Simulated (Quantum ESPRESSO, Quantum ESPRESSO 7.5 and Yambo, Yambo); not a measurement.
**Local fields in the dielectric function of AlN (F-43m)**

Aim: the dielectric function and the loss function of AlN (F-43m), with and without local fields.

Method: PBE and many-body steps on it, plane waves, in Quantum ESPRESSO 7.5 and Yambo 5.3.0.

### 1. The starting structure

It takes space group F-43m (No. 216, cubic). The conventional cell has a = 4.368 Å, b = 4.368 Å, c = 4.368 Å, α = 90.00°, β = 90.00°, γ = 90.00°. Nearest to Al lie 4 N at 1.89 Å. Nearest to N lie 4 Al at 1.89 Å. Farther neighbours and most contacts between anions are not listed.

The cell and positions are those that the Materials Project relaxed with its own functionals (PBE, PBE+U or r2SCAN), kept fixed. This is not the form that AlN usually takes at ambient conditions.

### 2. Empty states on the mesh, 12×12×12 mesh, 23 bands

This step: Quantum ESPRESSO 7.5; DFT, PBE, plane waves, norm-conserving pseudopotentials.

The sums over transitions need many empty states on a uniform mesh; this step solves for them.

File pw.in:

```
&control
  calculation = 'nscf'
  prefix = 'x'
  outdir = 'o'
  pseudo_dir = 'pseudo'
/
&system
  ibrav = 0
  nat = 2
  ntyp = 2
  ecutwfc = 72.0
  nbnd = 23
  force_symmorphic = .true.
/
&electrons
  conv_thr = 1e-9
  electron_maxstep = 80
  diago_full_acc = .true.
  diago_thr_init = 5e-6
/
ATOMIC_SPECIES
  Al 26.982 Al.upf
  N 14.007 N.upf
CELL_PARAMETERS angstrom
  -0.0000000000 2.1839935596 2.1839935596
  2.1839935596 -0.0000000000 2.1839935596
  2.1839935596 2.1839935596 -0.0000000000
ATOMIC_POSITIONS crystal
  Al 0.0000000000 0.0000000000 0.0000000000
  N 0.7500000000 0.7500000000 0.7500000000
K_POINTS automatic
  12 12 12 0 0 0
```

Command:

```bash
> OMP_NUM_THREADS=1 mpirun -n 8 pw.x -nk 4 -in pw.in > pw.out
```

The program printed:

```text
Program PWSCF v.7.5 starts

     This program is part of the open-source Quantum ESPRESSO suite
     for quantum simulation of materials; please cite
         "P. Giannozzi et al., J. Phys.:Condens. Matter 21 395502 (2009);
         "P. Giannozzi et al., J. Phys.:Condens. Matter 29 465901 (2017);
         "P. Giannozzi et al., J. Chem. Phys. 152 154105 (2020);
     in publications or presentations arising from this work. More details at

     Atomic positions and unit cell read from directory:
     o/x.save/

     Message from routine setup:
[...]
k = 0.1179 0.1179-0.1179 (  1432 PWs)   bands (ev):

    -7.6130   5.1062   6.8245   6.8245  12.5676  18.6233  19.7060  19.7060
    22.8851  22.8851  24.6199  29.5880  29.5880  30.8696  35.4044  40.1746
    41.0036  41.0036  47.2821  47.2821  52.1280  53.0750  53.0750

          k = 0.1768 0.1768-0.1768 (  1447 PWs)   bands (ev):

     [... further k-points ...]

     highest occupied, lowest unoccupied level (ev):     6.9565   10.2814

     XML data file, pseudopotentials, collected wavefunctions

=------------------------------------------------------------------------------=
   JOB DONE.
=------------------------------------------------------------------------------=
```

Elapsed: 2.5 s, on 8 MPI ranks of Arm Neoverse V1, shared host; peak memory 0.33 GiB.

Numbers from this step:

```
gap                                                           : 3.325 eV
k of the valence top                                          : 0, 0, 0
k of the conduction bottom                                    : 0, -0.5, -0.5
least direct gap                                              : 4.192 eV
k points computed                                             : 72
lowest point of the top converged band, above the valence top : 43.55 eV
```

On this mesh the gap is 3.325 eV.

The density comes from a self-consistent run that is not shown.

### 3. Conversion and set-up

This step: Yambo 5.3.0; conversion and set-up on PBE, plane waves, norm-conserving pseudopotentials.

The states are converted to the many-body program's format and the q mesh is built.

Command:

```bash
> (cd o/x.save; p2y > p2y.log; mv SAVE ../..); yambo > setup.log
```

The program printed:

```text
 Yambo, version 5.3.0

 [02] CORE Variables Setup
 =========================

  [02.01] Unit cells
  ==================

  Cell kind             :  FCC
  Atoms in the cell     :  Al  N
  number of Al atoms    :  1
  number of N  atoms    :  1

  List of atomic masses
  Mass of Al    :  26.98200
  Mass of N     :  14.00700

  List of atomic coordinates    : [cc]
  Al1       :  0.000000  0.000000  0.000000  order 1
  N1       :  6.190725  6.190725  6.190725  order 2

  Alat factors          :  4.127150  4.127150  4.127150 [a.u.]
  Direct lattice volume :  140.5985 [a.u.]
[...]
Q [ 2]         [rlu]: -0.31473E-18 -0.31473E-18  0.83333E-01
 Q [ 3]         [rlu]:  0.37242E-17  0.37242E-17  0.16667
[...]
Q [ 8]         [rlu]:  0.57119E-18  0.83333E-01  0.83333E-01
 Q [ 9]         [rlu]: -0.31473E-18  0.83333E-01  0.16667
 Q [10]         [rlu]:  0.37242E-17  0.83333E-01  0.25000
     [... 38 further rows ...]
 Q [49]         [rlu]:  0.083333  0.250000  0.333333
 Q [50]         [rlu]:  0.083333  0.250000  0.416667

 Remaining 22 points informations can be written running with -fatlog

  [03.01] X indexes
  =================

   [03.01.01] Sigma indexes
   ========================

 [06] Game Over & Game summary
```

It took 3.2 s on 1 MPI rank; peak memory 0.25 GiB.

### 4. RPA response with local fields

The response function is computed on a frequency grid, with local fields up to the given cutoff.

This step: RPA response with local fields on PBE, plane waves, norm-conserving pseudopotentials.

File optics1.in:

```
optics
chi
dipoles
Chimod= "HARTREE"
% QpntsRXd
 1 | 4 |
%
% BndsRnXd
 1 | 23 |
%
NGsBlkXd= 3 Ry
% EnRngeXd
 0 | 30 | eV
%
% DmRngeXd
 0.2 | 0.2 | eV
%
ETStpsXd= 301
% LongDrXd
 1 | 0 | 0 |
%
```

Command:

```bash
> OMP_NUM_THREADS=1 mpirun -n 8 yambo -F optics1.in -J optics1 -C optics1 > optics1.log
```

The program printed:

```text
 Yambo, version 5.3.0

 [02] CORE Variables Setup
 =========================

  [... cell, symmetries and grids as in the set-up ...]

  [02.05] Energies & Occupations
  ==============================

  [X] === General ===
  [X] Electronic Temperature                        :  0.000000  0.000000 [eV K]
  [X] Bosonic    Temperature                        :  0.000000  0.000000 [eV K]
  [X] Finite Temperature mode                       : no
  [X] El. density                                   :  0.38398E+24 [cm-3]
  [X] Fermi Level                                   :  6.956541 [eV]

  [X] === Gaps and Widths ===
  [X] Conduction Band Min                           :  3.324859 [eV]
  [X] Valence Band Max                              :  0.000000 [eV]
  [X] Filled Bands                                  :   4
  [X] Empty Bands                                   :   5  23
  [X] Direct Gap                                    :  4.192097 [eV]
  [X] Direct Gap localized at k                     :  1
  [X] Indirect Gap                                  :  3.324859 [eV]
  [X] Indirect Gap between kpts                     :    1   43
  [X] Last valence band width                       :  2.697200 [eV]
  [X] 1st conduction band width                     :  4.659018 [eV]

 [03] Transferred momenta grid and indexing
 ==========================================

 IBZ Q-points                                      :   72
 BZ  Q-points                                      :  1728

 K/Q-points units:
 rlu = crystal or reduced units; cc = cartesian coordinates; iku = interal k-units

 Q [ 1]         [rlu]:  0.000000  0.000000  0.000000
 Q [ 2]         [rlu]: -0.31473E-18 -0.31473E-18  0.83333E-01
 Q [ 3]         [rlu]:  0.37242E-17  0.37242E-17  0.16667
 Q [ 4]         [rlu]: -0.52978E-17 -0.52978E-17  0.25000
 Q [ 5]         [rlu]:  0.74483E-17  0.74483E-17  0.33333
 Q [ 6]         [rlu]:  0.27800E-17  0.27800E-17  0.41667
 Q [ 7]         [rlu]:  0.10596E-16  0.10596E-16 -0.50000
 Q [ 8]         [rlu]:  0.57119E-18  0.83333E-01  0.83333E-01
 Q [ 9]         [rlu]: -0.31473E-18  0.83333E-01  0.16667
 Q [10]         [rlu]:  0.37242E-17  0.83333E-01  0.25000
     [... 38 further rows ...]
 Q [49]         [rlu]:  0.083333  0.250000  0.333333
 Q [50]         [rlu]:  0.083333  0.250000  0.416667

 Remaining 22 points informations can be written running with -fatlog

 [04] Dipoles
 ============

  [04.01] Setup: observables and procedures
  =========================================

  [WARNING] [r,Vnl^pseudo] included in position and velocity dipoles.

  [WARNING] In case H contains other non local terms, these are neglected

 [05] Optics
 ===========

 [SLK-Inversion]  Pools        :  2
 [SLK-Inversion]  BLACS grid   :  2  2

 [SLK-Inversion]  Pools        :  2
 [SLK-Inversion]  BLACS grid   :  2  2

 [SLK-Inversion]  Pools        :  2
 [SLK-Inversion]  BLACS grid   :  2  2

 [SLK-Inversion]  Pools        :  2
 [SLK-Inversion]  BLACS grid   :  2  2

 [08] Game Over & Game summary
```

Run time: 17 s. Hardware: 8 MPI ranks; peak memory 2.6 GiB; 2.2 min of CPU time.

This step gave:

```yaml
eps_at_zero_frequency: 4.337
the_same_without_local_fields: 4.680
loss_peak: 21.8 eV
```

The static value is 4.34.

Broadening 0.2 eV; field along x. ε₂ against energy; read off at these points:

| energy (eV) | HARTREE | no local fields |
| --- | --- | --- |
| 0.0 | 0.0746 | 0.0857 |
| 1.0 | 0.0789 | 0.0905 |
| 2.0 | 0.0944 | 0.108 |
| 3.0 | 0.134 | 0.152 |
| 4.0 | 0.321 | 0.352 |
| 5.0 | 1.35 | 1.48 |
| 6.0 | 3.63 | 4.20 |
| 7.0 | 6.29 | 7.02 |
| 8.0 | 6.71 | 7.21 |
| 9.0 | 2.74 | 3.34 |
| 10.0 | 4.09 | 4.50 |
| 10.2 | 4.47 | 4.88 |
| 11.0 | 3.98 | 5.26 |
| 11.2 | 4.28 | 5.83 |
| 11.7 | 4.49 | 5.81 |
| 12.0 | 3.95 | 5.25 |
| 13.0 | 4.56 | 4.83 |
| 14.0 | 3.20 | 2.99 |
| 15.0 | 2.73 | 2.22 |
| 16.0 | 1.52 | 1.24 |
| 17.0 | 1.08 | 0.914 |
| 18.0 | 0.922 | 0.697 |
| 19.0 | 0.514 | 0.445 |
| 20.0 | 0.425 | 0.379 |
| 21.0 | 0.343 | 0.328 |
| 22.0 | 0.279 | 0.255 |
| 23.0 | 0.252 | 0.242 |
| 24.0 | 0.230 | 0.228 |
| 25.0 | 0.316 | 0.333 |
| 26.0 | 0.259 | 0.287 |
| 27.0 | 0.196 | 0.236 |
| 28.0 | 0.233 | 0.305 |
| 29.0 | 0.212 | 0.280 |
| 30.0 | 0.199 | 0.258 |

The loss function, HARTREE has structure finer than the step of the table below, so its rows give means over 1 eV, whole bins alone (the curve runs from 0 to 30 eV). Peaks (eV: height): 20.8: 3.12, 21.8: 3.19.

Broadening 0.2 eV; field along x. The loss function, HARTREE by energy loss; means over each step:

| energy loss (eV) | loss function, HARTREE |
| --- | --- |
| 1 | 0.00411 |
| 2 | 0.00457 |
| 3 | 0.00566 |
| 4 | 0.0107 |
| 5 | 0.0312 |
| 6 | 0.0618 |
| 7 | 0.0922 |
| 8 | 0.150 |
| 9 | 0.239 |
| 10 | 0.204 |
| 11 | 0.219 |
| 12 | 0.233 |
| 13 | 0.229 |
| 14 | 0.284 |
| 15 | 0.305 |
| 16 | 0.407 |
| 17 | 0.586 |
| 18 | 0.762 |
| 19 | 1.34 |
| 20 | 2.02 |
| 21 | 2.66 |
| 22 | 2.77 |
| 23 | 2.08 |
| 24 | 1.19 |
| 25 | 1.16 |
| 26 | 1.10 |
| 27 | 0.748 |
| 28 | 0.643 |
| 29 | 0.555 |

Broadening 0.2 eV; momentum transfer q number 2. Im eps against energy; read off at these points:

```
energy (eV)  HARTREE  no local fields
        0.0   0.0686           0.0800
        1.0   0.0723           0.0842
        2.0   0.0853           0.0992
        3.0    0.117            0.135
        4.0    0.216            0.248
        5.0     1.01             1.13
        6.0     2.78             3.27
        7.0     5.09             5.91
        7.4     6.09             6.95
        7.5     6.19             6.94
        8.0     6.04             6.43
        9.0     3.20             3.72
       10.0     4.13             4.60
       11.0     4.03             5.13
       12.0     3.96             5.34
       12.3     4.28             5.71
       13.0     4.49             4.86
       14.0     3.05             2.72
       15.0     2.62             2.15
       16.0     1.64             1.34
       17.0    0.995            0.852
       18.0    0.878            0.696
       19.0    0.516            0.454
       20.0    0.476            0.429
       21.0    0.412            0.383
       22.0    0.323            0.296
       23.0    0.268            0.253
       24.0    0.234            0.237
       25.0    0.331            0.350
       26.0    0.257            0.290
       27.0    0.202            0.245
       28.0    0.227            0.304
       29.0    0.201            0.275
       30.0    0.196            0.230
```

Broadening 0.2 eV; momentum transfer q number 2. Table of -Im 1/eps, HARTREE by energy loss; read off at these points:

energy loss (eV), -Im 1/eps, HARTREE and a bar:
```
      0.0       0.00 
      1.0       0.00 
      2.0       0.00 
      3.0       0.01 
      4.0       0.01 
      5.0       0.03 
      6.0       0.06 #
      7.0       0.09 #
      8.0       0.14 #
      9.0       0.24 ###
     10.0       0.20 ##
     11.0       0.22 ##
     12.0       0.24 ###
     13.0       0.22 ##
     14.0       0.29 ###
     15.0       0.30 ###
     16.0       0.40 ####
     17.0       0.55 ######
     18.0       0.75 ########
     19.0       1.36 ###############
     20.0       1.92 #####################
     20.7       2.64 #############################
     21.0       2.41 ##########################
     21.7       2.76 ##############################
     22.0       2.73 ##############################
     23.0       2.12 #######################
     24.0       1.10 ############
     25.0       1.19 #############
     25.4       1.27 ##############
     26.0       1.06 ############
     27.0       0.74 ########
     28.0       0.64 #######
     29.0       0.56 ######
     30.0       0.49 #####
```

Broadening 0.2 eV; momentum transfer q number 3. Table of Im eps by energy; read off at these points:

```
energy (eV)  HARTREE  no local fields
        0.0   0.0549           0.0665
        1.0   0.0574           0.0696
        2.0   0.0659           0.0800
        3.0   0.0849            0.103
        4.0    0.132            0.162
        5.0    0.405            0.506
        6.0     2.03             2.64
        7.0     3.43             4.50
        8.0     5.12             5.85
        9.0     4.01             4.51
       10.0     3.80             4.23
       10.3     4.15             4.72
       11.0     4.01             4.91
       12.0     3.76             5.03
       12.6     4.40             5.69
       13.0     4.55             5.20
       14.0     3.30             3.01
       15.0     2.49             2.13
       16.0     1.69             1.40
       17.0     1.16             1.03
       18.0    0.933            0.773
       19.0    0.631            0.564
       20.0    0.536            0.507
       21.0    0.479            0.434
       22.0    0.357            0.337
       23.0    0.319            0.298
       24.0    0.282            0.287
       25.0    0.362            0.379
       26.0    0.282            0.322
       27.0    0.232            0.309
       28.0    0.242            0.345
       29.0    0.239            0.317
       30.0    0.209            0.237
```

### 5. Independent-particle response

This step: independent-particle response on PBE, plane waves, norm-conserving pseudopotentials.

File optics2.in:

```
optics
chi
dipoles
Chimod= "IP"
% QpntsRXd
 1 | 1 |
%
% BndsRnXd
 1 | 23 |
%
NGsBlkXd= 1 RL
% EnRngeXd
 0 | 30 | eV
%
% DmRngeXd
 0.2 | 0.2 | eV
%
ETStpsXd= 301
% LongDrXd
 1 | 0 | 0 |
%
```

Command:

```bash
> OMP_NUM_THREADS=1 mpirun -n 8 yambo -F optics2.in -J optics2 -C optics2 > optics2.log
```

The program printed:

```text
 Yambo, version 5.3.0

 [02] CORE Variables Setup
 =========================

  [... cell, symmetries and grids as in the set-up ...]

  [02.05] Energies & Occupations
  ==============================

  [X] === General ===
  [X] Electronic Temperature                        :  0.000000  0.000000 [eV K]
  [X] Bosonic    Temperature                        :  0.000000  0.000000 [eV K]
  [X] Finite Temperature mode                       : no
  [X] El. density                                   :  0.38398E+24 [cm-3]
  [X] Fermi Level                                   :  6.956541 [eV]

  [X] === Gaps and Widths ===
  [X] Conduction Band Min                           :  3.324859 [eV]
  [X] Valence Band Max                              :  0.000000 [eV]
  [X] Filled Bands                                  :   4
  [X] Empty Bands                                   :   5  23
  [X] Direct Gap                                    :  4.192097 [eV]
  [X] Direct Gap localized at k                     :  1
  [X] Indirect Gap                                  :  3.324859 [eV]
  [X] Indirect Gap between kpts                     :    1   43
  [X] Last valence band width                       :  2.697200 [eV]
  [X] 1st conduction band width                     :  4.659018 [eV]

 [03] Transferred momenta grid and indexing
 ==========================================

 IBZ Q-points                                      :   72
 BZ  Q-points                                      :  1728

 K/Q-points units:
 rlu = crystal or reduced units; cc = cartesian coordinates; iku = interal k-units

 Q [ 1]         [rlu]:  0.000000  0.000000  0.000000
 Q [ 2]         [rlu]: -0.31473E-18 -0.31473E-18  0.83333E-01
 Q [ 3]         [rlu]:  0.37242E-17  0.37242E-17  0.16667
[...]
Q [ 8]         [rlu]:  0.57119E-18  0.83333E-01  0.83333E-01
 Q [ 9]         [rlu]: -0.31473E-18  0.83333E-01  0.16667
 Q [10]         [rlu]:  0.37242E-17  0.83333E-01  0.25000
     [... 38 further rows ...]
 Q [49]         [rlu]:  0.083333  0.250000  0.333333
 Q [50]         [rlu]:  0.083333  0.250000  0.416667

 Remaining 22 points informations can be written running with -fatlog

 [04] Dipoles
 ============

  [04.01] Setup: observables and procedures
  =========================================

  [WARNING] [r,Vnl^pseudo] included in position and velocity dipoles.

  [WARNING] In case H contains other non local terms, these are neglected

 [05] Optics
 ===========

 [SLK-Inversion]  Pools        :  2
 [SLK-Inversion]  BLACS grid   :  2  2

 [08] Game Over & Game summary
```

Wall time 2.4 s (8 MPI ranks); peak memory 2 GiB.

This step gave:

* ε at zero frequency: 4.680
* loss peak: 21.8 eV

The static value is 4.68.

(Part 1 of 3 ends here.)

[Paths, hosts, dates, memory and timing lines, banners, echoed tables and standing remarks are left out of the program output.]

[Logs are printed without paths, hosts, clocks, repeated set-up lines and the standing remarks that a program may print on its own settings, such as how far it seeks lower states.]

[Runs of the session that timed out or met a known fault of the program may be left out.]

[Hosts, paths, dates, database ids (printed as entryN), source tags and the programs' standing remarks are cut or masked in the printed files.]
